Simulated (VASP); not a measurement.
Input:

```
AlSb
1.0
    0.00000     2.72039     2.72039
    2.72039     0.00000     2.72039
    2.72039     2.72039     0.00000
Al Sb
1 1
Direct
  0.00000   0.00000   0.00000
  0.25000   0.25000   0.25000
```

These are PBEsol GGA, VASP's PBE PAW potentials (set 64) (plane waves; VASP) values and carry that method's errors. Numerical set-up: 500 eV cut-off, 8×8×8 Γ-centred mesh, Gaussian smearing of 0.050 eV, potentials Al Sb.

Unless said otherwise, spin-orbit coupling is left out, though it shifts the bands of the heavy elements here.

Task: Estimate the energy per atom (σ→0), pressure, band gap (on the k-mesh) with the smallest direct gap where there is one.

Result: 
```json
{
 "band gap (on the k-mesh)": "0.20 eV",
 "smallest direct gap (on the k-mesh)": "3.30 eV",
 "energy per atom (σ→0)": "-3.496 eV/atom",
 "pressure": "45.10 GPa"
}
```

The structure was generated: AlSb was put into the zinc blende type (F-43m), which need not be its known phase. It was relaxed first under an external pressure of 45 GPa.
